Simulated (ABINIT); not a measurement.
# InAs (F-43m) in ABINIT: single point with PBEsol

Aim: the single point of InAs with PBEsol.

Everything below comes from runs of ABINIT 10.8.3 (patched build). Logs are shortened: lines on timing, memory, paths and dates and some standing lists are left out, and cuts for length are marked. The log counts tension as positive stress, the text compression.

**The experiment to reproduce.**

A printed reference work, data compilation reports, for a bulk crystal of InAs at 4.2 K: band gap 0.418 eV (direct).

The runs below are set against these values where they give the same quantity.

## 1. The crystal as given

The structure is cubic, space group F-43m (No. 216). The conventional cell has a = 6.036 Å, b = 6.036 Å, c = 6.036 Å, α = 90.00°, β = 90.00°, γ = 90.00°. Around In (site symmetry -43m) lie 4 As at 2.61 Å. As (site symmetry -43m) has 4 In at 2.61 Å as nearest neighbours.

## 2. Single point, PBEsol

The input, run.abi:

```
# Pseudopotentials
pp_dirpath "./"
pseudos "In.GGA_PBE-JTH.xml, As.GGA_PBE-JTH.xml"

# Structure
acell 4.2680965312 4.2680965312 4.2680965312 Angstrom
rprim
     0.0000000000     0.7071067812     0.7071067812
     0.7071067812     0.0000000000     0.7071067812
     0.7071067812     0.7071067812     0.0000000000
ntypat 2
znucl 49 33
natom 2
typat 1 2
xred
     0.0000000000     0.0000000000     0.0000000000
     0.7500000000     0.7500000000     0.7500000000

# Plane-wave basis
ecut 17.0
pawecutdg 34.0

# k points
kptopt 1
ngkpt 6 6 6
nshiftk 1
shiftk 0.0 0.0 0.0

# Exchange and correlation
ixc -116133

# Bands and occupations
nband 18
occopt 3
tsmear 0.00183747

# SCF cycle
nstep 100
tolvrs 1.0e-9

# Output
iomode 3
prtwf 0
prteig 0
prtebands 0
enunit 1
prtden 1
prtvha 1
prtvclmb 1
prtpot 1
```

Potentials or basis: JTH PAW PBE v2.0.

Command:

```bash
abinit run.abi > log 2>&1
```

run.abo:

```text
.Version 10.8.3 of ABINIT
 Symmetries : space group F-4 3 m (#216); Bravais cF (face-center cubic)
================================================================================
 Values of the parameters that define the memory need of the present run
     intxc =       0    ionmov =       0      iscf =      17    lmnmax =      18
     lnmax =       6     mgfft =      30  mpssoang =       3    mqgrid =    3001
     natom =       2  nloc_mem =       2    nspden =       1   nspinor =       1
    nsppol =       1      nsym =      24    n1xccc =       1    ntypat =       2
    occopt =       3   xclevel =       2
       mpw =        1258          nfft =       27000          nkpt =          16
 PAW method is used; the additional fine FFT grid is defined by:
   mgfftf=        45    nfftf =     91125
================================================================================
================================================================================

--------------------------------------------------------------------------------
------------- Echo of variables that govern the present computation ------------
--------------------------------------------------------------------------------
 -outvars: echo values of preprocessed input variables --------
            acell      8.0655335229E+00  8.0655335229E+00  8.0655335229E+00 Bohr
              amu      1.14820000E+02  7.49215900E+01
             ecut      1.70000000E+01 Hartree
           enunit           1
              ixc     -116133
         kptrlatt        6    0    0      0    6    0      0    0    6
          kptrlen      4.83932011E+01
            natom           2
            nband          18
            ngfft          30      30      30
          ngfftdg          45      45      45
             nkpt          16
            nstep         100
             nsym          24
           ntypat           2
           occopt           3
        pawecutdg      3.40000000E+01 Hartree
         pawxcdev           0
        prtebands           0
           prteig           0
           prtpot           1
         prtvclmb           1
           prtvha           1
            prtwf           0
            rprim      0.0000000000E+00  7.0710678120E-01  7.0710678120E-01
                       7.0710678120E-01  0.0000000000E+00  7.0710678120E-01
                       7.0710678120E-01  7.0710678120E-01  0.0000000000E+00
          spgroup         216
           tolvrs      1.00000000E-09
           tsmear      1.83747000E-03 Hartree
            typat      1  2
           useylm           1
           xangst      0.0000000000E+00  0.0000000000E+00  0.0000000000E+00
                       4.5270000000E+00  4.5270000000E+00  4.5270000000E+00
            xcart      0.0000000000E+00  0.0000000000E+00  0.0000000000E+00
                       8.5547901721E+00  8.5547901721E+00  8.5547901721E+00
             xred      0.0000000000E+00  0.0000000000E+00  0.0000000000E+00
                       7.5000000000E-01  7.5000000000E-01  7.5000000000E-01
            znucl       49.00000   33.00000

================================================================================

 chkinp: Checking input parameters for consistency.

================================================================================
== DATASET  1 ==================================================================

--- !DatasetInfo
iteration_state: {dtset: 1, }
dimensions: {natom: 2, nkpt: 16, mband: 18, nsppol: 1, nspinor: 1, nspden: 1, mpw: 1258, }
cutoff_energies: {ecut:  17.0, pawecutdg:  34.0, }
electrons: {nelect:   2.80000000E+01, charge:   0.00000000E+00, occopt:   3.00000000E+00, tsmear:   1.83747000E-03, }
meta: {optdriver: 0, ionmov: 0, optcell: 0, iscf: 17, paral_kgb: 0, }
...

 Real(R)+Recip(G) space primitive vectors, cartesian coordinates (Bohr,Bohr^-1):
 R(1)=  0.0000000  5.7031934  5.7031934  G(1)= -0.0876702  0.0876702  0.0876702
 R(2)=  5.7031934  0.0000000  5.7031934  G(2)=  0.0876702 -0.0876702  0.0876702
 R(3)=  5.7031934  5.7031934  0.0000000  G(3)=  0.0876702  0.0876702 -0.0876702
 Unit cell volume ucvol=  3.7100888E+02 bohr^3
 Angles (23,13,12)=  6.00000000E+01  6.00000000E+01  6.00000000E+01 degrees

 Coarse grid specifications (used for wave-functions):

 getcut: wavevector=  0.0000  0.0000  0.0000  ngfft=  30  30  30
         ecut(hartree)=     17.000   => boxcut(ratio)=   2.00623

 Fine grid specifications (used for densities):

 getcut: wavevector=  0.0000  0.0000  0.0000  ngfft=  45  45  45
         ecut(hartree)=     34.000   => boxcut(ratio)=   2.07833

--- Pseudopotential description ------------------------------------------------
- pspini: atom type   1  psp file is ./In.GGA_PBE-JTH.xml
 Pseudopotential format is: paw10
 basis_size (lnmax)=  6 (lmn_size= 18), orbitals=   0   0   1   1   2   2
 Spheres core radius: rc_sph= 2.50644782
 Shapefunction is BESSEL type: shapef(r,l)=aa(1,l)*jl(q(1,l)*r)+aa(2,l)*jl(q(2,l)*r)
 Radius for shape functions =  1.40569481
 Compensation charge density is not taken into account in XC energy/potential

- pspini: atom type   2  psp file is ./As.GGA_PBE-JTH.xml
 Pseudopotential format is: paw10
 basis_size (lnmax)=  6 (lmn_size= 18), orbitals=   0   0   1   1   2   2
 Spheres core radius: rc_sph= 2.10391912
 Shapefunction is BESSEL type: shapef(r,l)=aa(1,l)*jl(q(1,l)*r)+aa(2,l)*jl(q(2,l)*r)
 Radius for shape functions =  1.70360438
 Compensation charge density is not taken into account in XC energy/potential

   1.37430372E+03                                ecore*ucvol(ha*bohr**3)
--------------------------------------------------------------------------------

================================================================================

--- !BeginCycle
iteration_state: {dtset: 1, }
solver: {iscf: 17, nstep: 100, nline: 4, wfoptalg: 10, }
tolerances: {tolvrs: 1.00E-09, }
...

     iter   Etot(hartree)      deltaE(h)  residm     nres2
 ETOT  1  -171.06160693587    -1.711E+02 2.020E+00 4.162E+00
 ETOT  2  -171.90025774412    -8.387E-01 4.824E-02 2.505E+00
 ETOT  3  -171.89692309479     3.335E-03 5.831E-03 6.242E-01
 ETOT  4  -171.89526587017     1.657E-03 6.239E-04 2.734E-02
 ETOT  5  -171.89531426720    -4.840E-05 2.383E-04 2.104E-03
 ETOT  6  -171.89533007575    -1.581E-05 9.740E-05 6.215E-04
 ETOT  7  -171.89533371206    -3.636E-06 2.993E-05 1.835E-05
 ETOT  8  -171.89533404903    -3.370E-07 7.185E-05 1.038E-06
 ETOT  9  -171.89533407197    -2.295E-08 6.070E-05 1.001E-07
 ETOT 10  -171.89533407249    -5.183E-10 6.971E-05 1.046E-08
 ETOT 11  -171.89533407257    -7.645E-11 6.581E-05 1.022E-09
 ETOT 12  -171.89533407257    -5.969E-12 5.601E-05 1.139E-10

 At SCF step   12       nres2   =  1.14E-10 < tolvrs=  1.00E-09 =>converged.

 Cartesian components of stress tensor (hartree/bohr^3)
  sigma(1 1)= -3.05029127E-05  sigma(3 2)=  0.00000000E+00
  sigma(2 2)= -3.05029127E-05  sigma(3 1)=  0.00000000E+00
  sigma(3 3)= -3.05029127E-05  sigma(2 1)=  0.00000000E+00

--- !ResultsGS
iteration_state: {dtset: 1, }
comment   : Summary of ground state results
lattice_vectors:
- [  0.0000000,   5.7031934,   5.7031934, ]
- [  5.7031934,   0.0000000,   5.7031934, ]
- [  5.7031934,   5.7031934,   0.0000000, ]
lattice_lengths: [   8.06553,    8.06553,    8.06553, ]
lattice_angles: [ 60.000,  60.000,  60.000, ] # degrees, (23, 13, 12)
lattice_volume:   3.7100888E+02
convergence: {deltae: -5.969E-12, res2:  1.139E-10, residm:  5.601E-05, diffor: null, }
etotal    :  -1.71895334E+02
entropy   :   0.00000000E+00
fermie    :   1.48645616E-01
cartesian_stress_tensor: # hartree/bohr^3
- [ -3.05029127E-05,   0.00000000E+00,   0.00000000E+00, ]
- [  0.00000000E+00,  -3.05029127E-05,   0.00000000E+00, ]
- [  0.00000000E+00,   0.00000000E+00,  -3.05029127E-05, ]
pressure_GPa:   8.9743E-01
xred      :
- [  0.0000E+00,   0.0000E+00,   0.0000E+00, In]
- [  7.5000E-01,   7.5000E-01,   7.5000E-01, As]
cartesian_forces: # hartree/bohr
- [  2.21310650E-29,  -7.22948123E-29,   2.80326823E-29, ]
- [ -2.21310650E-29,   7.22948123E-29,  -2.80326823E-29, ]
force_length_stats: {min:   8.06359424E-29, max:   8.06359424E-29, mean:   8.06359424E-29, }
...

 Integrated electronic density in atomic spheres:
 ------------------------------------------------
 Atom  Sphere_radius  Integrated_density
    1        2.50645         11.23104620
    2        2.10392         12.69095295

================================================================================

 ----iterations are completed or convergence reached----

 Mean square residual over all n,k,spin=   28.490E-08; max=  56.011E-06
 reduced coordinates (array xred) for    2 atoms
       0.000000000000      0.000000000000      0.000000000000
       0.750000000000      0.750000000000      0.750000000000
 rms dE/dt=  3.8154E-28; max dE/dt=  5.3853E-28; dE/dt below (all hartree)
    1       0.000000000000     -0.000000000000      0.000000000000
    2       0.000000000000      0.000000000000     -0.000000000000

 cartesian coordinates (angstrom) at end:
    1      0.00000000000000     0.00000000000000     0.00000000000000
    2      4.52700000004158     4.52700000004158     4.52700000004158

 cartesian forces (hartree/bohr) at end:
    1      0.00000000000000    -0.00000000000000     0.00000000000000
    2     -0.00000000000000     0.00000000000000    -0.00000000000000
 frms,max,avg= 4.6555183E-29 7.2294812E-29   0.000E+00  0.000E+00  0.000E+00 h/b

 cartesian forces (eV/Angstrom) at end:
    1      0.00000000000000    -0.00000000000000     0.00000000000000
    2     -0.00000000000000     0.00000000000000    -0.00000000000000
 frms,max,avg= 2.3939638E-27 3.7175487E-27   0.000E+00  0.000E+00  0.000E+00 e/A
 length scales=  8.065533522905  8.065533522905  8.065533522905 bohr
              =  4.268096531200  4.268096531200  4.268096531200 angstroms
 Fermi (or HOMO) energy (eV) =   4.04485   Average Vxc (eV)=  -9.23029
 Eigenvalues (   eV  ) for nkpt=  16  k points:
 kpt#   1, nband= 18, wtk=  0.00463, kpt=  0.0000  0.0000  0.0000 (reduced coord)
 -30.95049  -30.95049  -30.95049  -30.94349  -30.94349  -10.33567  -10.33567  -10.33567
 -10.20726  -10.20726   -7.93105    3.72586    4.00909    4.00909    4.00909    7.86098
   7.86098    7.86098
 prteigrs : prtvol=0 or 1, do not print more k-points.

--- !EnergyTerms
iteration_state     : {dtset: 1, }
comment             : Components of total free energy in Hartree
kinetic             :  1.79347610790258E+01
hartree             :  6.03202442654658E+01
xc                  : -9.63034633686755E+00
Ewald energy        : -9.28949151391358E+01
psp_core            :  3.70423402498207E+00
local_psp           : -1.60581577022618E+02
PAW spherical_terms :  9.25229866209040E+00
internal            : -1.71895300467057E+02
'-kT*entropy'       : -3.43591070460804E-05
total_energy        : -1.71895334826164E+02
total_energy_eV     : -4.67751034983699E+03
...

--- !EnergyTermsDC
iteration_state     : {dtset: 1, }
comment             : '"Double-counting" decomposition of free energy'
band_energy         : -1.53997283875216E+01
Ewald energy        : -9.28949151391358E+01
psp_core            :  3.70423402498207E+00
xc_dc               : -6.24545093343217E+01
PAW spherical_terms : -4.85038087747074E+00
internal            : -1.71895299713468E+02
'-kT*entropy'       : -3.43591070460804E-05
total_energy_dc     : -1.71895334072575E+02
total_energy_dc_eV  : -4.67751032933077E+03
...

--- !EnergyTermsWithPAWCore
iteration_state     : {dtset: 1, }
comment             : 'Components of total free energy, including PAW core contributions'
Total energy        : -8.13847661519182E+03
Total energy DC     : -8.13847661443823E+03
Total energy (eV)   : -2.21459230629869E+05
Total energy DC (eV): -2.21459230609362E+05
...

 Cartesian components of stress tensor (hartree/bohr^3)
  sigma(1 1)= -3.05029127E-05  sigma(3 2)=  0.00000000E+00
  sigma(2 2)= -3.05029127E-05  sigma(3 1)=  0.00000000E+00
  sigma(3 3)= -3.05029127E-05  sigma(2 1)=  0.00000000E+00

-Cartesian components of stress tensor (GPa)         [Pressure=  8.9743E-01 GPa]
- sigma(1 1)= -8.97426676E-01  sigma(3 2)=  0.00000000E+00
- sigma(2 2)= -8.97426676E-01  sigma(3 1)=  0.00000000E+00
- sigma(3 3)= -8.97426676E-01  sigma(2 1)=  0.00000000E+00

== END DATASET(S) ==============================================================
================================================================================

 -outvars: echo values of variables after computation  --------
            acell      8.0655335229E+00  8.0655335229E+00  8.0655335229E+00 Bohr
           etotal     -1.7189533407E+02
            fcart      2.2131064988E-29 -7.2294812293E-29  2.8032682318E-29
                      -2.2131064988E-29  7.2294812293E-29 -2.8032682318E-29
            rprim      0.0000000000E+00  7.0710678120E-01  7.0710678120E-01
                       7.0710678120E-01  0.0000000000E+00  7.0710678120E-01
                       7.0710678120E-01  7.0710678120E-01  0.0000000000E+00
           strten     -3.0502912742E-05 -3.0502912742E-05 -3.0502912742E-05
                       0.0000000000E+00  0.0000000000E+00  0.0000000000E+00
           xangst      0.0000000000E+00  0.0000000000E+00  0.0000000000E+00
                       4.5270000000E+00  4.5270000000E+00  4.5270000000E+00
             xred      0.0000000000E+00  0.0000000000E+00  0.0000000000E+00
                       7.5000000000E-01  7.5000000000E-01  7.5000000000E-01
 Calculation completed.
```

Run time: 20 s. Hardware: 1 thread of Arm Neoverse V1, shared host; peak memory 0.11 GiB.

Results:

```
Free energy                                           : -4677.5103 eV
Band gap on the k mesh                                : none (metal or under the smearing width)
Valence electrons inside the program's atomic spheres : In 11.23; As 12.69
```

Caveat: the cutoff is too short for stress, so the log's stress isn't used; the PAW data sets were made with another functional, which shifts forces and pressure a little; this crystal is a semiconductor, whose small gap the functional closes, so the metal is an error of the method.

## 3. Against experiment

Step 2. Measured gap of InAs: 0.418 eV (direct; 4.2 K; a printed reference work, data compilation). This calculation gives 0.00 eV (-0.42 eV). Spin-orbit coupling on As, In is left out. The value is that of PBEsol on a finite k mesh, which can miss the band edges, without temperature or zero-point motion. Semilocal functionals fall short of measured gaps as a rule.
